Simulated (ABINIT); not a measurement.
TePb:

```
CELL_PARAMETERS angstrom
0.00000 3.23100 3.23100
3.23100 0.00000 3.23100
3.23100 3.23100 0.00000
ATOMIC_POSITIONS crystal
Pb 0.00000 0.00000 0.00000
Te 0.50000 0.50000 0.50000
```

Base run:

- Program: ABINIT 10.8.3 (patched build)
- Functional: PW91
- Potentials or basis: JTH PAW PBE v2.0 sp
- Cutoff: 408 eV
- k mesh: 7 × 7 × 7
- Occupations: fermi-dirac, width 0.05 eV
- Spin: no spin polarisation

Its results: pressure 2.0 GPa.

The run is repeated on the same cell with these changes: functional from PW91 to revPBE. What comes out?

Pressure 3.2 GPa.

revPBE binds less tightly than PW91, so the same cell stands under more pressure.

Caveats: the PAW data sets were made with another functional, which shifts forces and pressure a little; this set keeps more shells in the core, which shifts pressures and gaps.
